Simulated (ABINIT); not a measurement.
Crystal: WC (Qusongite).

```xyz
2
Lattice="2.9065 0.0000 0.0000 -1.4532 2.5171 0.0000 0.0000 0.0000 2.8366" Properties=species:S:1:pos:R:3 pbc="T T T"
W     0.0000    0.0000    0.0000
C     1.4533    0.8390    1.4183
```

Base run:

* Program: ABINIT 10.8.3 (patched build)
* Functional: PBE
* Potentials or basis: JTH PAW PBE v2.0
* Cutoff: 517 eV
* k mesh: 8 × 8 × 7
* Occupations: fermi-dirac, width 0.05 eV
* Spin: no spin polarisation

Its results: band gap on the k mesh none (metal or under the smearing width); pressure 6.2 GPa.

**Question.** The run is repeated on the same cell with these changes: k mesh from 8 × 8 × 7 to 4 × 4 × 4. What comes out?

**Answer.** Band gap on the k mesh none (metal or under the smearing width); pressure 6.9 GPa.

Caveats: some runs use coarse meshes.

Not every run made on this cell is shown here.
